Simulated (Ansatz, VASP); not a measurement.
# One calculation of SrO, two programs

Contents of INCAR:

```
ALGO = Fast
EDIFF = 1E-6
ENCUT = 520
GGA = PE
ISIF = 2
ISMEAR = 0
LASPH = T
LCHARG = F
LREAL = F
LWAVE = F
NBANDS = 24
NELM = 80
PREC = Accurate
SIGMA = 0.01
```

KPOINTS

```
k-points
0
Gamma
  6 6 4
```

Contents of POSCAR:

```
SrO
1.0
    4.2700252630      0.0000000000      0.0000000000
   -2.1350126315      3.6979503526      0.0000000000
    0.0000000000      0.0000000000      5.1444570048
Sr O
2 2
Direct
    0.3333333333      0.6666666667      0.2500000000
    0.6666666667      0.3333333333      0.7500000000
    0.6666666667      0.3333333333      0.2500000000
    0.3333333333      0.6666666667      0.7500000000
```

Input for Ansatz:

```yaml
crystal:
  lattice:
    - [4.270025263, 0.0, 0.0]
    - [-2.1350126315, 3.6979503526, 0.0]
    - [0.0, 0.0, 5.1444570048]
  atoms:
    - { symbol: Sr, position: [0.3333333333, 0.6666666667, 0.25] }
    - { symbol: Sr, position: [0.6666666667, 0.3333333333, 0.75] }
    - { symbol: O, position: [0.6666666667, 0.3333333333, 0.25] }
    - { symbol: O, position: [0.3333333333, 0.6666666667, 0.75] }
kpoints:
  mp_grid: { grid: [6, 6, 4] }
hamiltonian:
  xc: pbe
scf:
  occupations: { method: fixed }
output:
  optics: { e_range: [0, 15], de: 0.05, sigma: 0.1, bands: auto }
```

Alike in both runs: task single point; functional PBE; k mesh 6 × 6 × 4; no spin polarisation.

|  | VASP | Ansatz |
| --- | --- | --- |
| version | VASP 6.6.1 | Ansatz 0.2.0 |
| potentials or method | VASP PAW PBE potentials, release 64 (Sr_sv, O) | plane waves, PAW |
| plane-wave cutoff (eV) | 520 | 420 |
| occupations | gaussian, width 0.01 eV | fixed |
| valence electrons in the cell | 32 | 32 |

```csv
,VASP,Ansatz,Ansatz less VASP
gap on the k mesh at the Fermi level (eV),2.64,2.66,+0.019
```

A hybrid or GW would open this gap; PBE tends to underestimate it.
